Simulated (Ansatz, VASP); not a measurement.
One calculation of PbO, two programs

File INCAR:

```
PREC = Accurate ; ENCUT = 520
EDIFF = 1E-7 ; ISMEAR = -1
SIGMA = 0.02 ; LREAL = F
LASPH = T ; NELM = 100
ALGO = Normal ; ISIF = 2
LWAVE = F ; LCHARG = F
GGA = PE ; NBANDS = 17
```

The input KPOINTS:

```
regular mesh
0
Gamma
  8 8 8
```

POSCAR

```
PbO
1.0
    3.1440806210      0.0000000000      0.0000000000
    0.0000000000      3.1440806210      0.0000000000
    0.0000000000      0.0000000000      3.1440806210
Pb O
1 1
Direct
    0.0000000000      0.0000000000      0.0000000000
    0.5000000000      0.5000000000      0.5000000000
```

Input for Ansatz:

```yaml
crystal:
  lattice:
    - [3.144080621, 0.0, 0.0]
    - [0.0, 3.144080621, 0.0]
    - [0.0, 0.0, 3.144080621]
  atoms:
    - { symbol: Pb, position: [0.0, 0.0, 0.0] }
    - { symbol: O, position: [0.5, 0.5, 0.5] }
kpoints:
  mp_grid: { grid: [8, 8, 8] }
  band_path:
    path:
      - [0.0, 0.0, 0.0]
      - [0.0, 0.5, 0.0]
      - [0.5, 0.5, 0.0]
      - [0.5, 0.5, 0.5]
      - [0.05, 0.5, 0.05]
    npoints: 1
hamiltonian:
  xc: pbe
scf:
  occupations: { method: fermi_dirac, width: 0.02 }
  n_extra_bands: 4
output:
  forces: true
  stress: true
  eigenvalues: true
```

Change from the starting cell: hydrostatic strain -1.1%.

Alike in both runs: task single point; functional PBE; k mesh 8 × 8 × 8; occupations fermi-dirac, width 0.02 eV; no spin polarisation.

|  | VASP | Ansatz |
| --- | --- | --- |
| version | VASP 6.6.1 | Ansatz 0.2.0 |
| potentials or method | VASP PAW PBE potentials, release 64 (Pb_d, O) | plane waves, PAW |
| plane-wave cutoff (eV) | 520 | 420 |
| valence electrons in the cell | 20 | 20 |

Ansatz gave:

* pressure (GPa): 7.3

Problem. Estimate VASP's values.

Solution. Pressure (GPa): 7.2.

Caveats: spin-orbit coupling is left out, which as a rule narrows the gap of such compounds by several tenths of an eV.
